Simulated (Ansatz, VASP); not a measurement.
**GaAs (generalised stacking fault on (111) of GaAs (glide set)) in two plane-wave programs**

Wanted: the spread between two codes on one cell, functional and k mesh. Of the first pair: The cell is taken from a series of runs on this material, whose earlier steps may have relaxed, scaled, displaced or heated it; both programs get it as it stands.

Method: plane waves, with VASP 6.6.1 beside it; single point at PBEsol and single point at PBE, in Ansatz 0.2.0.

## 1. The starting structure

The cell holds 16 atoms: 8 Ga and 8 As. Its edges and angles: a = 4.066 Å, b = 4.066 Å, c = 26.838 Å, α = 81.7°, β = 93.9°, γ = 120.0°. It derives from GaAs. 64 atoms of GaAs, stacked on (1 1 1); one fault a cell: the periodic image above is shifted rigidly by 2.582 A along the in-plane vector of length 7.042 A (<112> type); atoms relaxed along the normal alone with the MACE-MP-0b2 potential. Lattice constants are starting values near those of PBE. Folded to one surface cell (a quarter of the atoms). The structure's axis is c.

Coordinates:

```xyz
16
Lattice="4.0659 0.0000 0.0000 -2.0329 3.5211 0.0000 -1.8296 3.4038 26.5581" Properties=species:S:1:pos:R:3 pbc="T T T"
Ga    0.0000    2.3474    8.3746
Ga    0.0000    4.6949   11.6811
Ga    2.0330    3.5211   14.9838
Ga    0.0000    2.3474   18.2882
Ga    0.0000    4.6949   21.5923
Ga    2.0329    3.5211   24.8972
Ga   -0.2033    2.4648    1.6455
Ga    1.8296    1.2911    4.9587
As    0.0000    2.3474   10.8522
As    0.0000    4.6949   14.1576
As    2.0330    3.5211   17.4643
As   -2.0330    5.8686   20.7700
As    0.0000    4.6949   24.0760
As    3.8625    0.1174    0.8252
As   -0.2033    2.4648    4.1330
As    1.8296    1.2911    7.4530
```

## 2. VASP: single point, PBEsol

A single point gives forces, pressure and levels at one fixed geometry, so differences don't come from the geometry; what else differs is listed under the comparison.

Lines of VASP's logs that name or quote its potential files are left out, and so is its time.

INCAR reads:

```
SYSTEM = GaAs
PREC = Accurate
ENCUT = 400
EDIFF = 1E-06
NELM = 120
ISMEAR = -1
SIGMA = 0.025
LREAL = .FALSE.
ALGO = Normal
GGA = PS
NBANDS = 89
LORBIT = 11
LWAVE = .FALSE.
LCHARG = .FALSE.
ISIF = 2
LASPH = .TRUE.
GGA_COMPAT = .FALSE.
EFERMI = MIDGAP
KPAR = 4
```

POSCAR reads:

```
GaAs
1.0
    4.0658600000      0.0000000000      0.0000000000
   -2.0329300000      3.5211400000      0.0000000000
   -1.8296400000      3.4037700000     26.5581100000
Ga As
8 8
Direct
    0.3228200000      0.3618500000      0.3153300000
    0.6520000000      0.9081700000      0.4398300000
    0.9812000000      0.4546100000      0.5641900000
    0.3103850000      0.0010050000      0.6886100000
    0.6395650000      0.5474150000      0.8130200000
    0.9687550000      0.0937850000      0.9374600000
    0.2979400000      0.6401000000      0.0619600000
    0.6271050000      0.1861850000      0.1867100000
    0.3197150000      0.2716650000      0.4086200000
    0.6488900000      0.8180300000      0.5330800000
    0.9780900000      0.3643200000      0.6575900000
    0.3072600000      0.9106800000      0.7820600000
    0.6364450000      0.4570150000      0.9065400000
    0.9656250000      0.0033050000      0.0310700000
    0.2948100000      0.5495700000      0.1556200000
    0.6239750000      0.0953950000      0.2806300000
```

KPOINTS reads:

```
Automatic mesh
0
Gamma
5 5 1
0 0 0
```

Potentials, in the order of the species: Ga_d and As (PBE family, release 64).

On the command line:

```bash
> mpirun -np 4 vasp_std
```

Numbers of over 12 decimals in the logs are rounded to 6 here.

The log of the run:

```text
[banner, memory and clock lines left out]
running    4 mpi-ranks, on    1 nodes
 distrk:  each k-point on    1 cores,    4 groups
 distr:  one band on    1 cores,    1 groups

 POSCAR found type information on POSCAR GaAs
 POSCAR found :  2 types and      16 ions
|                                                                             |
|               ----> ADVICE to this user running VASP <----                  |
|                                                                             |
|     You enforced a specific xc type in the INCAR file but a different       |
|     [... a line on the potential file left out ...]
|     I HOPE YOU KNOW WHAT YOU ARE DOING!                                     |
|                                                                             |

 LDA part: xc-table for (Slater+PW92), standard interpolation
|                                                                             |
|           W    W    AA    RRRRR   N    N  II  N    N   GGGG   !!!           |
|           W    W   A  A   R    R  NN   N  II  NN   N  G    G  !!!           |
|           W    W  A    A  R    R  N N  N  II  N N  N  G       !!!           |
|           W WW W  AAAAAA  RRRRR   N  N N  II  N  N N  G  GGG   !            |
|           WW  WW  A    A  R   R   N   NN  II  N   NN  G    G                |
|           W    W  A    A  R    R  N    N  II  N    N   GGGG   !!!           |
|                                                                             |
|     Your reciprocal lattice and k-lattice belong to different lattice       |
|     classes:                                                                |
|                                                                             |
|        The reciprocal lattice is base-centered monoclinic,                  |
|        whereas your k-lattice is triclinic.                                 |
|                                                                             |
|     Results are often still useful ...                                      |
|                                                                             |

 POSCAR, INCAR and KPOINTS ok, starting setup
 FFT: planning ... GRIDC
 FFT: planning ... GRID_SOFT
 FFT: planning ... GRID
 WAVECAR not read
 entering main loop
       N       E                     dE             d eps       ncg     rms          rms(c)
DAV:   1     0.132403723287E+04    0.13240E+04   -0.52839E+04  2498   0.193E+03
DAV:   2     0.197706197544E+03   -0.11263E+04   -0.10759E+04  2450   0.568E+02
DAV:   3    -0.524834383595E+02   -0.25019E+03   -0.23735E+03  2860   0.184E+02
DAV:   4    -0.724345534582E+02   -0.19951E+02   -0.19604E+02  2708   0.513E+01
DAV:   5    -0.735747530138E+02   -0.11402E+01   -0.11355E+01  3188   0.131E+01    0.817E+00
DAV:   6    -0.722694014935E+02    0.13054E+01   -0.24464E+00  3322   0.129E+01    0.455E+00
DAV:   7    -0.720422941901E+02    0.22711E+00   -0.10236E+00  2892   0.734E+00    0.119E+00
DAV:   8    -0.720491029913E+02   -0.68088E-02   -0.28159E-01  2692   0.448E+00    0.521E-01
DAV:   9    -0.720473986532E+02    0.17043E-02   -0.48318E-02  2631   0.263E+00    0.186E-01
DAV:  10    -0.720495215769E+02   -0.21229E-02   -0.23503E-02  2932   0.114E+00    0.125E-01
DAV:  11    -0.720502198075E+02   -0.69823E-03   -0.74234E-03  2554   0.534E-01    0.145E-01
DAV:  12    -0.720502756229E+02   -0.55815E-04   -0.58360E-04  3172   0.149E-01    0.143E-01
DAV:  13    -0.720503089169E+02   -0.33294E-04   -0.81664E-05  3202   0.157E-01    0.120E-01
DAV:  14    -0.720505312384E+02   -0.22232E-03   -0.62947E-04  2562   0.362E-01    0.955E-02
DAV:  15    -0.720504996530E+02    0.31585E-04   -0.10997E-04  2852   0.217E-01    0.703E-02
DAV:  16    -0.720504948136E+02    0.48394E-05   -0.32705E-05  3164   0.544E-02    0.625E-02
DAV:  17    -0.720504954863E+02   -0.67269E-06   -0.11955E-05  2250   0.174E-02    0.608E-02
DAV:  18    -0.720504874484E+02    0.80380E-05   -0.67472E-06  2476   0.800E-02    0.455E-02
DAV:  19    -0.720504833660E+02    0.40823E-05   -0.53532E-05  3308   0.182E-01    0.908E-03
DAV:  20    -0.720504827059E+02    0.66018E-06   -0.86822E-06  2460   0.557E-02
   1 F= -.72050483E+02 E0= -.72049996E+02  d E =-.973846E-03
```

From OUTCAR (step 2):

```text
ion  position               nearest neighbor table
   1  0.323  0.362  0.315-  16 2.30   9 2.48  16 2.64  16 2.64
   2  0.652  0.908  0.440-  10 2.48   9 2.49   9 2.49   9 2.49
   3  0.981  0.455  0.564-  11 2.48  10 2.49  10 2.49  10 2.49
   4  0.310  0.001  0.689-  12 2.48  11 2.49  11 2.49  11 2.49
   5  0.640  0.547  0.813-  13 2.48  12 2.49  12 2.49  12 2.49
   6  0.969  0.094  0.937-  14 2.49  13 2.49  13 2.49  13 2.49
   7  0.298  0.640  0.062-  14 2.49  14 2.49  14 2.49  15 2.49
   8  0.627  0.186  0.187-  15 2.49  15 2.49  15 2.49  16 2.49
   9  0.320  0.272  0.409-   1 2.48   2 2.49   2 2.49   2 2.49
  10  0.649  0.818  0.533-   2 2.48   3 2.49   3 2.49   3 2.49
  11  0.978  0.364  0.658-   3 2.48   4 2.49   4 2.49   4 2.49
  12  0.307  0.911  0.782-   4 2.48   5 2.49   5 2.49   5 2.49
  13  0.636  0.457  0.907-   5 2.48   6 2.49   6 2.49   6 2.49
  14  0.966  0.003  0.031-   6 2.49   7 2.49   7 2.49   7 2.49
  15  0.295  0.550  0.156-   7 2.49   8 2.49   8 2.49   8 2.49
  16  0.624  0.095  0.281-   1 2.30   8 2.49   1 2.64   1 2.64

  LATTYP: Found a base centered monoclinic cell.
 ALAT       =     7.0422770723
 B/A-ratio  =     0.5773504292
 C/A-ratio  =     3.7713863148
 COS(beta)  =    -0.0088383599

 Subroutine GETGRP returns: Found  2 space group operations
 (whereof  2 operations were pure point group operations)

The static configuration has the point symmetry C_1h.

 Found     13 irreducible k-points:

   k-points           NKPTS =     13   k-points in BZ     NKDIM =     13   number of bands    NBANDS=     89

   dimension x,y,z NGX =    28 NGY =   28 NGZ =  180
   dimension x,y,z NGXF=    56 NGYF=   56 NGZF=  360

   ENCUT  =  400.0 eV  29.40 Ry    5.42 a.u.   6.63  6.63 43.77*2*pi/ulx,y,z

   NELECT =     144.0000    total number of electrons

 k-points in reciprocal lattice and weights: Automatic mesh
   0.00000000  0.00000000  0.00000000       0.040
   0.20000000  0.00000000  0.00000000       0.080
   0.40000000  0.00000000  0.00000000       0.080
   0.00000000  0.20000000  0.00000000       0.080
   0.20000000  0.20000000  0.00000000       0.080
   0.40000000  0.20000000  0.00000000       0.080
  -0.40000000  0.20000000 -0.00000000       0.080
  -0.20000000  0.20000000  0.00000000       0.080
   0.00000000  0.40000000  0.00000000       0.080
   0.20000000  0.40000000  0.00000000       0.080
   0.40000000  0.40000000  0.00000000       0.080
  -0.40000000  0.40000000 -0.00000000       0.080
  -0.20000000  0.40000000  0.00000000       0.080

 average (electrostatic) potential at core
       1 -66.7140       2 -66.6882       3 -66.6234       4 -66.5880       5 -66.5753
       6 -66.5837       7 -66.6138       8 -66.6685       9 -50.6980      10 -50.6271
      11 -50.5832      12 -50.5646      13 -50.5689      14 -50.5984      15 -50.6490
      16 -50.6423

 E-fermi :   3.5218

 k-point     1 :       0.0000    0.0000    0.0000
  band No.  band energies     occupation
    ...
     68       3.1255      2.00000
     69       3.2796      1.99988
     70       3.3197      1.99938
     71       3.3482      1.99807
     72       3.4545      1.87328
     73       3.5886      0.12939
     74       4.0717      0.00000
     75       4.2378      0.00000
     76       4.2400      0.00000
     77       4.5576      0.00000
    ...

 k-point     2 :       0.2000    0.0000    0.0000
  band No.  band energies     occupation
    ...
     68       2.3712      2.00000
     69       2.5679      2.00000
     70       2.7645      2.00000
     71       2.8354      2.00000
     72       2.9385      2.00000
     73       4.9232      0.00000
     74       5.0931      0.00000
     75       5.2149      0.00000
     76       5.5583      0.00000
     77       5.6191      0.00000
    ...

 k-point     3 :       0.4000    0.0000    0.0000
  band No.  band energies     occupation
    ...
     68       1.7145      2.00000
     69       2.0573      2.00000
     70       2.1237      2.00000
     71       2.2097      2.00000
     72       2.3767      2.00000
     73       4.3464      0.00000
     74       4.4822      0.00000
     75       4.8943      0.00000
     76       4.9859      0.00000
     77       5.0340      0.00000
    ...

  Total       -5.4670613     -6.8504205     -6.3287149     -1.1980183      0.8715244     -1.5095234
  in kB      -23.0373036    -28.8665535    -26.6681713     -5.0482533      3.6724613     -6.3608850
  external PRESSURE =     -26.1906761 kB  Pullay stress =       0.0000000 kB

  energy-cutoff  :      400.00
  volume of cell :      380.22
      direct lattice vectors                 reciprocal lattice vectors
     4.065860000  0.000000000  0.000000000     0.245950426  0.141999466 -0.001255089
    -2.032930000  3.521140000  0.000000000     0.000000000  0.283998932 -0.036398187
    -1.829640000  3.403770000 26.558110000     0.000000000  0.000000000  0.037653282

 POSITION                                       TOTAL-FORCE (eV/Angst)
 -----------------------------------------------------------------------------------
     -0.00002      2.34744      8.37457        -1.572556      0.907916      0.004822
     -0.00004      4.69487     11.68105        -0.004844      0.002797     -0.001863
      2.03297      3.52112     14.98382        -0.002703      0.001561     -0.002963
      0.00003      2.34741     18.28818        -0.000629      0.000363     -0.007586
     -0.00001      4.69486     21.59227        -0.000956      0.000552     -0.008212
      2.03295      3.52113     24.89717        -0.002523      0.001457     -0.003755
     -0.20326      2.46478      1.64554        -0.003778      0.002181      0.002091
      1.82961      1.29110      4.95866        -0.036987      0.021354      0.005863
      0.00001      2.34742     10.85217        -0.023117      0.013347      0.003358
     -0.00005      4.69488     14.15760         0.000197     -0.000114      0.006614
      2.03299      3.52111     17.46435        -0.000281      0.000162      0.001580
     -2.03296      5.86858     20.77004         0.001106     -0.000638      0.007004
     -0.00003      4.69487     24.07599         0.001562     -0.000902      0.007632
      3.86253      0.11739      0.82516         0.004950     -0.002858      0.000507
     -0.20331      2.46481      4.13297         0.008867     -0.005119     -0.003232
      1.82961      1.29110      7.45300         1.631692     -0.942058     -0.011859
 -----------------------------------------------------------------------------------
    total drift:                               -0.002086      0.000857      0.000813

  FREE ENERGIE OF THE ION-ELECTRON SYSTEM (eV)
  ---------------------------------------------------
  free  energy   TOTEN  =       -72.0504827059 eV

  energy  without entropy=      -72.0495088603  energy(sigma->0) =      -72.04999578

 total charge
# of ion       s       p       d       tot
------------------------------------------
    1        0.892   0.747   9.985  11.624
    2        0.883   0.757   9.987  11.626
    3        0.884   0.758   9.986  11.628
    4        0.883   0.759   9.986  11.628
    5        0.883   0.759   9.986  11.628
    6        0.883   0.759   9.986  11.628
    7        0.883   0.758   9.986  11.627
    8        0.884   0.753   9.985  11.622
    9        1.217   1.559   0.028   2.803
   10        1.216   1.560   0.028   2.804
   11        1.216   1.560   0.028   2.804
   12        1.216   1.560   0.028   2.804
   13        1.216   1.560   0.028   2.804
   14        1.217   1.559   0.028   2.803
   15        1.217   1.557   0.028   2.801
   16        1.221   1.550   0.027   2.798
--------------------------------------------------
tot         16.810  18.514  80.109 115.433

[... 3 further parts left out ...]
```

The run ends at a pressure of -2.62 GPa, with forces up to 1.9 eV/Å.

(Continued in part 2 of 3.)

[Lines on the potential files, build, host, timing and source positions are cut from VASP's logs without a mark.]

[Logs are printed without paths, hosts, clocks, repeated set-up lines and the standing remarks that a program may print on its own settings, such as how far it seeks lower states.]

[Hosts, paths, dates, database ids (printed as entryN), source tags and the programs' standing remarks are cut or masked in the printed files.]
